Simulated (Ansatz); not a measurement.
# Si: the cost of one run

Computed with Ansatz 0.2.0 (DFT PBE, scalar-relativistic, plane waves, PAW, unless a step's input says otherwise).

The COD entry's cell or inner coordinates are ideal or old and differ from later refinements, so a difference from it is no clean test against experiment.

1 further run of the same task is left out (set aside as unsound or not needed).

**1. The structure to begin with**

It takes space group Fd-3m (No. 227, cubic). Conventional cell: a = 5.470 Å, b = 5.470 Å, c = 5.470 Å, α = 90.00°, β = 90.00°, γ = 90.00°. Around Si (site symmetry -43m) lie 4 Si at 2.37 Å.

Coordinates:

```cif
data_structure
_symmetry_space_group_name_H-M 'Fd-3m:1'
_symmetry_Int_Tables_number 227
_cell_length_a 5.4697
_cell_length_b 5.4697
_cell_length_c 5.4697
_cell_angle_alpha 90.000
_cell_angle_beta 90.000
_cell_angle_gamma 90.000
_cell_volume 163.64
loop_
_atom_site_label
_atom_site_type_symbol
_atom_site_symmetry_multiplicity
_atom_site_Wyckoff_symbol
_atom_site_fract_x
_atom_site_fract_y
_atom_site_fract_z
_atom_site_occupancy
Si1 Si 8 a 0.25000 0.25000 0.25000 1
```

It is the result of an earlier relaxation at this level (volume 20.45 Å³/atom; gap on the mesh: 0.62 eV).

**2. Building the cluster of 14 host atoms, cut as a sphere about cell point 3/8, shaken**

The cluster is cut from the relaxed crystal and set in a periodic box with vacuum round it. Its excess energy counts from the bulk, -635.8098 eV an atom.

The cell holds 14 Si: a = 15.300 Å, b = 15.600 Å, c = 15.900 Å, α = 90.00°, β = 90.00°, γ = 90.00°.

**3. Relaxing it**

The input, input.yaml:

```yaml
crystal:
  lattice:
    - [15.3, 0.0, 0.0]
    - [0.0, 15.6, 0.0]
    - [0.0, 0.0, 15.9]
  atoms:
    - { symbol: Si, position: [0.3715359825, 0.3703206595, 0.376700925], spin: 0.4 }
    - { symbol: Si, position: [0.4491070444, 0.270610005, 0.4453444958], spin: 0.4 }
    - { symbol: Si, position: [0.461230089, 0.6219868158, 0.4596307463], spin: 0.4 }
    - { symbol: Si, position: [0.3634661957, 0.5474614565, 0.5361819157], spin: 0.4 }
    - { symbol: Si, position: [0.7225792191, 0.5484575745, 0.542188237], spin: 0.4 }
    - { symbol: Si, position: [0.46542841, 0.4463099304, 0.2875712679], spin: 0.4 }
    - { symbol: Si, position: [0.4579054002, 0.4493805816, 0.6246873754], spin: 0.4 }
    - { symbol: Si, position: [0.5418280189, 0.3634257473, 0.5309859857], spin: 0.4 }
    - { symbol: Si, position: [0.5374607482, 0.7245634017, 0.5468456216], spin: 0.4 }
    - { symbol: Si, position: [0.6245749108, 0.6280370866, 0.6211629702], spin: 0.4 }
    - { symbol: Si, position: [0.5463427487, 0.533160248, 0.3700245354], spin: 0.4 }
    - { symbol: Si, position: [0.5380270693, 0.5401761271, 0.7187005516], spin: 0.4 }
    - { symbol: Si, position: [0.282654294, 0.4533331454, 0.4586021216], spin: 0.4 }
    - { symbol: Si, position: [0.6268034699, 0.464831676, 0.4493196583], spin: 0.4 }
basis:
  ecutwfc: 420
kpoints:
  mp_grid: { grid: [1, 1, 1] }
hamiltonian:
  xc: pbe
scf:
  occupations: { method: gaussian, width: 0.05 }
  lower_state_search: "off"
output:
  forces: true
  eigenvalues: true
  populations: true
  write_density: true
  write_potential: true
  elf: true
  volumetric_format: npy
magnetization:
  spin_polarized: true
relax:
  adjacent_minimum: "off"
  f_tol: 0.03
  max_steps: 40
```

Started as:

```bash
> ansatz run input.yaml --threads 4 --pin off --max-ram 12288MiB --backend cpu --events-out ev --progress --plain --runs-dir out
```

**Question.** How long does this run take on 4 threads of Intel Xeon Platinum 8259CL at 2.50GHz (Skylake/Cascade Lake), shared host, and how much memory does it need?

About 23 min, with a peak of 2.7 GiB.
